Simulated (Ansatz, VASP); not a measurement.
HfB2: VASP beside Ansatz

```
Hf B
1.0
     3.14000    0.00000    0.00000
    -1.57000    2.71932    0.00000
     0.00000    0.00000    3.48000
Hf B
1 2
Direct
  0.00000 0.00000 0.00000
  0.66667 0.33333 0.50000
  0.33333 0.66667 0.50000
```

Alike in both runs: task electric field gradients; functional PBE; k mesh 10 × 10 × 8; occupations fermi-dirac, width 0.05 eV; no spin polarisation.

|  | VASP | Ansatz |
| --- | --- | --- |
| version | VASP 6.6.1 | Ansatz 0.2.0 |
| potentials or method | VASP PAW PBE potentials, release 64 (Hf_pv, B), cutoff 520 eV | all-electron PAW datasets made for the crystal |

|  | VASP | Ansatz | Ansatz less VASP |
| --- | --- | --- | --- |
| gap on the k mesh at the Fermi level (eV) | none | none | - |
| pressure (GPa) | 1.0 | 1.5 | +0.46 |
| largest component of the traceless stress (GPa) | 0.51 | 0.38 | -0.127 |
| Vzz of the field gradient on the site that differs most (V/Å²) | 75.6 | 106.9 | +31.31 |

A gap of «none» marks a metal or a gap that the smearing closes. Ansatz ran all-electron here, so the differences hold the error of VASP's frozen core and of both bases.

Spin-orbit coupling is left out, which matters for the levels of Hf.
